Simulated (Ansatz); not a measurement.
# CdS: the cost of one run

Computed with Ansatz 0.2.0 (DFT PBEsol, scalar-relativistic, plane waves, PAW, unless a step's input says otherwise).

2 further runs of the same task are left out: 2 set aside as unsound or not needed.

**1. The structure to begin with**

It takes space group F-43m (No. 216, cubic). The conventional cell has a = 5.633 Å, b = 5.633 Å, c = 5.633 Å, α = 90.00°, β = 90.00°, γ = 90.00°. Around Zn (site symmetry -43m) lie 4 Se at 2.44 Å. Se (site symmetry -43m) is surrounded by 4 Zn at 2.44 Å.

As a file:

```cif
data_structure
_symmetry_space_group_name_H-M 'P 1'
_symmetry_Int_Tables_number 1
_cell_length_a 3.9833
_cell_length_b 3.9833
_cell_length_c 3.9833
_cell_angle_alpha 60.000
_cell_angle_beta 60.000
_cell_angle_gamma 60.000
_cell_volume 44.69
loop_
_atom_site_label
_atom_site_type_symbol
_atom_site_fract_x
_atom_site_fract_y
_atom_site_fract_z
_atom_site_occupancy
Zn1 Zn 0.00000 0.00000 0.00000 1
Se1 Se 0.75000 0.75000 0.75000 1
```

It is the result of an earlier relaxation at this level (volume 22.34 Å³/atom; gap on the mesh: 1.24 eV).

**2. The film's bulk: CdS**

Relaxed beforehand at this level: -4535.1115 eV/atom, gap on the mesh 1.01 eV.

```xyz
2
Lattice="0.0000 -2.9121 -2.9121 2.9121 0.0000 -2.9121 2.9121 -2.9121 0.0000" Properties=species:S:1:pos:R:3 pbc="T T T"
Cd    0.0000    0.0000    0.0000
S     4.3681   -4.3681   -4.3681
```

Bulk energy of ZnSe, the base, on matching settings, from an earlier run: -4353.2272 eV/atom.

**3. The film's bulk on the base's lattice**

The (111) plane of CdS is fitted to the (111) plane of ZnSe, a strain of -3.3 % along x and -3.3 % along y; the third vector and the atoms relax.

input.yaml

```yaml
crystal:
  lattice:
    - [3.9832742419, 0.0, 0.0]
    - [-1.991637121, 3.4496166838, 0.0]
    - [1.991637121, -1.1498722279, 3.4998730803]
  atoms:
    - { symbol: Cd, position: [0.0, 0.0, 0.0] }
    - { symbol: S, position: [0.75, 0.25, 0.75] }
basis:
  ecutwfc: 420
kpoints:
  mp_grid: { grid: [9, 9, 8] }
hamiltonian:
  xc: pbesol
scf:
  occupations: { method: gaussian, width: 0.02 }
output:
  forces: true
  stress: true
  eigenvalues: true
relax:
  adjacent_minimum: "off"
  f_tol: 0.01
  max_steps: 50
  cell: { fix: [a, b, gamma], stress_tol: 0.1 }
```

On the command line:

```console
> ansatz run input.yaml --threads 2 --pin off --max-ram 5120MiB --backend cpu --events-out ev --progress --plain --runs-dir out
```

What time and memory should one allow on 2 threads of Intel Xeon 6975P-C (Granite Rapids), shared host?

About 16 s, with a peak of 0.54 GiB.
